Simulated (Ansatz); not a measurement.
An input for Ansatz 0.2.0 (Bi2Te2Se (layers cut from the bulk crystal)):

```yaml
crystal:
  lattice:
    - [4.2708681807, 0.0, 0.0]
    - [-2.1354340904, 3.6986803407, 0.0]
    - [0.0, 0.0, 37.7]
  atoms:
    - { symbol: Te, position: [0.2195947973, 0.4391895927, 0.4036221036] }
    - { symbol: Bi, position: [0.5529281307, 0.1058562593, 0.4509186081] }
    - { symbol: Se, position: [0.886261464, 0.772522926, 0.5] }
    - { symbol: Bi, position: [0.2195947973, 0.4391895927, 0.5490813919] }
    - { symbol: Te, position: [0.5529281307, 0.1058562593, 0.5963778964] }
  periodic: [true, true, false]
kpoints:
  mp_grid: { grid: [6, 6, 1] }
hamiltonian:
  xc: pbe
  pseudopotentials: { kind: paw, azcp: { folder: soft_1 } }
scf:
  occupations: { method: fixed }
gw:
  n_empty_bands: 1301
  ecut_chi: 97.5
  qp_bands: [v2, c2]
  qp_kpoints: band_edges
  screening: { model: contour_deformation }
```

```sh
ansatz run input.yaml --threads 4 --pin off --max-ram 17510MiB --backend cpu --events-out ev --progress --plain --runs-dir out
```

How long will it take on 4 threads of Intel Xeon 6975P-C (Granite Rapids), shared host, and how much memory?

It took 22 min; on shared hardware allow 11 min to 44 min. Peak host memory was 12 GiB. The sizes that set the cost: 11639 plane waves a state, 7 irreducible k points, 1340 bands summed, 1291 plane waves in the screening and 9 SCF cycles.

The screening grows as filled bands × empty bands × pairs of k points, times the square of the screening basis for the matrix.

[Paths, hosts, dates, memory and timing lines, banners, echoed tables and standing remarks are left out of the program output.]

[Logs are printed without paths, hosts, clocks, repeated set-up lines and the standing remarks that a program may print on its own settings, such as how far it seeks lower states.]

[Runs of the session that timed out or met a known fault of the program may be left out.]

[Cells called generated may have been cut or substituted from an entry of the Crystallography Open Database or the Materials Project.]

[Hosts, paths, dates, database ids (printed as entryN), source tags and the programs' standing remarks are cut or masked in the printed files.]
